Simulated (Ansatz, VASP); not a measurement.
**One calculation of KBr, two programs**

```
CELL_PARAMETERS angstrom
0.00000 3.27488 3.53687
3.27488 0.00000 3.53687
3.27488 3.27488 0.00000
ATOMIC_POSITIONS crystal
K 0.00000 0.00000 0.00000
Br 0.50000 0.50000 0.50000
```

Change from the starting cell: strain +0.000 along x and y, +0.080 along z, atoms carried along.

Alike in both runs: task single point; functional PBEsol; k mesh 6 × 6 × 6; occupations gaussian, width 0.05 eV; no spin polarisation.

```csv
,VASP,Ansatz
version,VASP 6.6.1,Ansatz 0.2.0
potentials or method,"VASP PAW PBE potentials, release 64 (K_sv, Br)","scalar-relativistic, plane waves, PAW"
plane-wave cutoff (eV),520,420
valence electrons in the cell,16,16
```

```tsv
	VASP	Ansatz	Ansatz less VASP
gap on the k mesh at the Fermi level (eV)	4.14	4.15	+0.003
least direct gap on the mesh (eV)	4.14	4.15	+0.003
pressure (GPa)	-0.7	-0.8	-0.04
largest component of the traceless stress (GPa)	0.90	0.87	-0.022
```

Caveats: the PAW data sets were made with another functional, which shifts forces and pressure a little (VASP).
